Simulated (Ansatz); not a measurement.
The system is Cl.

```xyz
4
Lattice="3.1450 -2.2500 0.0000 3.1450 2.2500 0.0000 0.0000 0.0000 8.2100" Properties=species:S:1:pos:R:3 pbc="T T T"
Cl    3.1450    0.5850    3.2840
Cl    3.1450    1.6650    7.3890
Cl    3.1450   -0.5850    4.9260
Cl    3.1450   -1.6650    0.8210
```

Program: Ansatz 0.2.0. Alike in all runs: potentials or basis Ansatz PAW; no spin polarisation; cell as given; k mesh 7 × 7 × 4; cutoff (eV) 420. Hardware: 2 threads of Intel(R) Xeon(R) Processor @ 2.50GHz (Skylake/Cascade Lake), on a shared host.

Order these runs on this cell by their wall time, lowest first.
A. task band structure; level LDA; smearing fermi-dirac 0.05 eV; points for each segment of the path 14
B. task single point; level PBE; smearing gaussian 0.023 eV
C. task Born charges and dielectric tensor; level LDA; smearing fixed

B (6.1 s), A (18 s), C (140 s).
